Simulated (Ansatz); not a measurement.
**Ti-49 NMR of the central transition in BaTiO3**

Cell: a structure deposited in the COD, its atoms then relaxed with PBE in this cell.

```
Ba Ti O
1.0
     2.82767    1.63255    2.31773
    -2.82767    1.63255    2.31773
     0.00000   -3.26511    2.31773
Ba Ti O
1 1 3
Direct
  0.99805 0.99805 0.99805
  0.48636 0.48636 0.48636
  0.51010 0.51010 0.01669
  0.01669 0.51010 0.51010
  0.51010 0.01669 0.51010
```

Atom numbers follow the list; atoms alike are taken as one site, whose name carries the number of the first.

Computed with Ansatz: DFT, r2SCAN, plane waves and PAW, scalar-relativistic, 500 eV cutoff, Γ-centred 8×8×8 k-points, Fermi–Dirac smearing 0.02 eV.

Ti-49 has I = 7/2 and Q = 247.0 mb (Pyykkö 2018); at 23.5 T its Larmor frequency is ν₀ = 56.5 MHz. Only the quadrupole interaction is simulated: positions count from each site's isotropic chemical shift, and J coupling is left out, as are shift anisotropy and dipolar coupling, which fast spinning averages.

(1) What does the Ti-49 spectrum (fast magic-angle spinning) show for each site?

Results:

(1) 

```tsv
site	first shell	C_Q (MHz)	η	P_Q (MHz)	δ_QIS (ppm)	breadth (kHz)
Ti	6 O at 1.88–2.13 Å	6.12	0.00	6.12	-29.9	3.62
```

δ_QIS = −(ν_Q²/30ν₀²)[I(I+1) − 3/4](1 + η²/3) × 10⁶ ppm with ν_Q = 3|C_Q|/[2I(2I−1)]; it falls as 1/B₀² in ppm, and the breadth as 1/B₀ in kHz.

An axis of threefold or higher order runs through Ti, so V_zz lies along it and η is zero.
